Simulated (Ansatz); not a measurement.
## Clamped-ion strain scan in Sn

Theory: Ansatz, DFT r2SCAN, scalar-relativistic, plane waves, PAW. Settings: plane waves to 500 eV, k-mesh 20×20×20 (Γ-centred), Gaussian smearing 0.15 eV. No spin polarisation. Energies are free energies at this smearing, counted from the undisturbed cell; pressure is positive in compression.

The starting cell (as given, not relaxed at this level; it stands at -2.2 GPa; this form isn't the usual structure):

```yaml
crystal:
  lattice:
    - [-1.72654, 1.77555, 2.33834]
    - [1.72654, -1.77555, 2.33834]
    - [1.72654, 1.77555, -2.33834]
  atoms:
    - { symbol: Sn, position: [0.00000, 0.00000, 0.00000] }
```

The cell is strained by ε times the Voigt pattern (0, 0, 0, 0, 1, 0) (xx, yy, zz, yz, xz, xy; engineering shear) with fractional coordinates fixed. The cell is metallic on the mesh throughout.

```tsv
ε	ΔE (meV/atom)
-0.1500	22.0
-0.0750	4.8
0.0000	0.0
0.0375	1.2
0.0937	7.6
0.1125	11.4
0.1312	16.2
```

(1) Predict the pressure (GPa) at each point.

Results:

(1)
```
      ε  pressure (GPa)
-0.1500            -1.4
-0.0750            -2.0
 0.0000            -2.2
 0.0375            -2.1
 0.0937            -1.9
 0.1125            -1.8
 0.1312            -1.6
```